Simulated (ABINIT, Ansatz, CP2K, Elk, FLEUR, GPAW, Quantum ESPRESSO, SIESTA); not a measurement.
## CsCl (Pm-3m, 2 atoms in the cell) computed with different codes at matched settings

Self-consistent single point, at a second geometry (lattice scaled by 0.98). First geometry:

```yaml
crystal:
  lattice:
    - [4.11594, 0.00000, 0.00000]
    - [0.00000, 4.11594, 0.00000]
    - [0.00000, 0.00000, 4.11594]
  atoms:
    - { symbol: Cs, position: [0.00000, 0.00000, 0.00000] }
    - { symbol: Cl, position: [0.50000, 0.50000, 0.50000] }
```

Shared settings, as Ansatz (a first-principles code) writes them: kpoints.mp_grid.grid = 4 4 4; scf.occupations.method = fermi_dirac; scf.occupations.width = 0.01 eV. Potentials and cutoffs stand in the table.

```json
[
 {"code": "Elk", "model": "PBE, all-electron FP-LAPW, Elk's shipped species files, APW+lo basis with extra local orbitals", "ΔF from the first geometry (meV/atom)": "60.4", "pressure (GPa)": "–", "gap on the mesh (eV)": "5.300", "cutoff": "rgkmax 7.5"},
 {"code": "FLEUR", "model": "PBE, all-electron FLAPW (FLEUR), scalar-relativistic valence", "ΔF from the first geometry (meV/atom)": "23.2", "pressure (GPa)": "–", "gap on the mesh (eV)": "5.335", "cutoff": "Kmax 3.8 1/bohr"},
 {"code": "SIESTA", "model": "GGA PBE, numerical atomic orbitals DZP, PseudoDojo PBE standard norm-conserving potentials (rewritten from UPF to PSML)", "ΔF from the first geometry (meV/atom)": "25.3", "pressure (GPa)": "2.66", "gap on the mesh (eV)": "5.256", "cutoff": "grid 400 Ry"},
 {"code": "Ansatz", "model": "PBE, default PAW files", "ΔF from the first geometry (meV/atom)": "22.5", "pressure (GPa)": "2.49", "gap on the mesh (eV)": "5.330", "cutoff": "420 eV"},
 {"code": "GPAW", "model": "PBE, GPAW PAW datasets PBE (gpaw-data 1.0.1)", "ΔF from the first geometry (meV/atom)": "23.6", "pressure (GPa)": "2.51", "gap on the mesh (eV)": "5.323", "cutoff": "550 eV"},
 {"code": "CP2K", "model": "PBE, GPW, DZVP-MOLOPT-SR-GTH basis, GTH-PBE potentials (GTH_POTENTIALS)", "ΔF from the first geometry (meV/atom)": "23.4", "pressure (GPa)": "2.62", "gap on the mesh (eV)": "5.576", "cutoff": "grid 500 Ry"},
 {"code": "ABINIT", "model": "PBE, PAW (JTH v2.0 PBE PAW)", "ΔF from the first geometry (meV/atom)": "24.7", "pressure (GPa)": "2.43", "gap on the mesh (eV)": "5.319", "cutoff": "52 Ry"},
 {"code": "Quantum ESPRESSO", "model": "PBE, PseudoDojo standard norm-conserving (PBE) pseudopotentials", "ΔF from the first geometry (meV/atom)": "22.1", "pressure (GPa)": "2.45", "gap on the mesh (eV)": "5.335", "cutoff": "60 Ry"}
]
```

A dash marks a value that a program does not give, or that is left out as unsure.

Gaps are read on the mesh.

The spread over the programs that give each value: ΔF from the first geometry within 38.3 meV/atom; pressure within 0.23 GPa; gap on the mesh within 0.320 eV.

SIESTA and CP2K use small atom-centred bases, whose incompleteness enters pressures, forces and empty levels differently from a plane-wave cutoff. Elk and FLEUR treat all electrons, but the usual bases taken here (sphere radii, linearisation, local orbitals, empty states) were not tested for convergence, so the values are no reference for the others. Ansatz's pressure is given at a fixed set of plane waves, as the other plane-wave codes print theirs. In the gap, CP2K (by 0.250) lies more than 0.12 eV from the median of the plane-wave programs.

The starting cell comes from a database of computed structures (which also holds hypothetical and non-ambient phases and stackings), without a prior relaxation at this level. Its lattice was rescaled by a random factor within 2.5 % of one. For this run, on top of that: lattice scaled by 0.98.

Keys are those of Ansatz 0.2.
